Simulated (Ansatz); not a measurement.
SiC (P6_3mc) from a database of computed structures (r2SCAN geometry), in Ansatz:

```cif
data_structure
_symmetry_space_group_name_H-M 'P6_3mc'
_symmetry_Int_Tables_number 186
_cell_length_a 3.0754
_cell_length_b 3.0754
_cell_length_c 5.0481
_cell_angle_alpha 90.000
_cell_angle_beta 90.000
_cell_angle_gamma 120.000
_cell_volume 41.35
loop_
_atom_site_label
_atom_site_type_symbol
_atom_site_symmetry_multiplicity
_atom_site_Wyckoff_symbol
_atom_site_fract_x
_atom_site_fract_y
_atom_site_fract_z
_atom_site_occupancy
Si1 Si 2 b 0.33333 0.66667 0.49959 1
C1 C 2 b 0.33333 0.66667 0.87541 1
```

G0W0@PBE with 155 empty bands, a screening cutoff of 140 eV and a 6×6×4 mesh (PAW, contour deformation) gives 3.046 eV over the mesh points, from a PBE gap of 2.274 eV; it sums over 163 bands with 147 plane waves in the screening and a wave cutoff of 420 eV. G0W0 values are finite-basis, finite-mesh values. The values are computed, spin-unpolarised, and not measurements.

(1) Estimate the gap with empty bands 67, screening cutoff 80 eV.

(2) Estimate the gap with mesh 9×9×4, empty bands 67, screening cutoff 80 eV.

Results:

(1) 2.820 eV (-0.226 eV), from a Kohn-Sham gap of 2.274 eV.

(2) 2.825 eV (-0.221 eV), from a Kohn-Sham gap of 2.277 eV.
